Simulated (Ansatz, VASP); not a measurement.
This is a calculation of KMgF3 for Ansatz 0.2.0.

input.yaml

```yaml
crystal:
  lattice:
    - [4.012297458, 0.0, 0.0]
    - [0.0, 4.012297458, 0.0]
    - [0.0, 0.0, 4.012297458]
  atoms:
    - { symbol: K, position: [0.5, 0.5, 0.5] }
    - { symbol: Mg, position: [0.0, 0.0, 0.0] }
    - { symbol: F, position: [0.0, 0.0, 0.5] }
    - { symbol: F, position: [0.0, 0.5, 0.0] }
    - { symbol: F, position: [0.5, 0.0, 0.0] }
hamiltonian:
  xc: pbesol
  pseudopotentials: { kind: paw }
kpoints:
  mp_grid: { grid: [7, 7, 7] }
scf:
  occupations: { method: fermi_dirac, width: 0.05 }
output:
  forces: true
  stress: true
  eigenvalues: true
```

Potentials or basis: Ansatz PAW.

The run is started by

```console
$ ansatz run input.yaml --threads 2 --pin off --max-ram 5632MiB --backend cpu --events-out ev --progress --plain --runs-dir out
```

Question: Set up the same calculation for VASP 6.6.1. Potentials there: VASP PAW PBE potentials, release 64 (K_sv, Mg, F).

Answer: As run (the cutoff follows the program's own potentials):

Contents of INCAR:

```
SYSTEM = KMgF3
ALGO = Normal
EDIFF = 1E-7
ENCUT = 520
GGA = PS
ISIF = 2
ISMEAR = -1
KPAR = 2
LASPH = .True.
LCHARG = .False.
LREAL = .False.
LWAVE = .False.
NBANDS = 24
NELM = 60
PREC = Accurate
SIGMA = 0.05
```

File KPOINTS:

```
k-points
0
Gamma
  7 7 7
  0 0 0
```

File POSCAR:

```
KMgF3
1.0
    4.0122974580      0.0000000000      0.0000000000
    0.0000000000      4.0122974580      0.0000000000
    0.0000000000      0.0000000000      4.0122974580
K Mg F
1 1 3
Direct
    0.5000000000      0.5000000000      0.5000000000
    0.0000000000      0.0000000000      0.0000000000
    0.0000000000      0.0000000000      0.5000000000
    0.0000000000      0.5000000000      0.0000000000
    0.5000000000      0.0000000000      0.0000000000
```

Potentials or basis: VASP PAW PBE potentials, release 64 (K_sv, Mg, F).

Command:

```bash
$ cat potpaw_PBE.64/K_sv/POTCAR potpaw_PBE.64/Mg/POTCAR potpaw_PBE.64/F/POTCAR > POTCAR
$ mpirun -np 2 vasp_std > vasp.out
```

Both were run:

|  | VASP | Ansatz | Ansatz less VASP |
| --- | --- | --- | --- |
| gap on the k mesh at the Fermi level (eV) | 7.01 | 7.03 | +0.024 |
| least direct gap on the mesh (eV) | 7.30 | 7.33 | +0.022 |
| pressure (GPa) | -1.5 | -1.1 | +0.39 |

The two sets of potentials don't hold the same shells in valence.

Caveats: the PAW data sets were made with another functional, which shifts forces and pressure a little (VASP); an odd mesh through Γ misses points on the zone boundary, where band edges often lie (VASP); odd divisions of the mesh miss points on the zone boundary, where band edges often lie, so the gap on the mesh can be too wide (Ansatz); the pressure holds a Pulay correction of +0.6 GPa for the finite cutoff (Ansatz); the PAW data sets come from PBE, with cores solved anew for the run's functional, which leaves a small shift of forces and pressure (Ansatz).
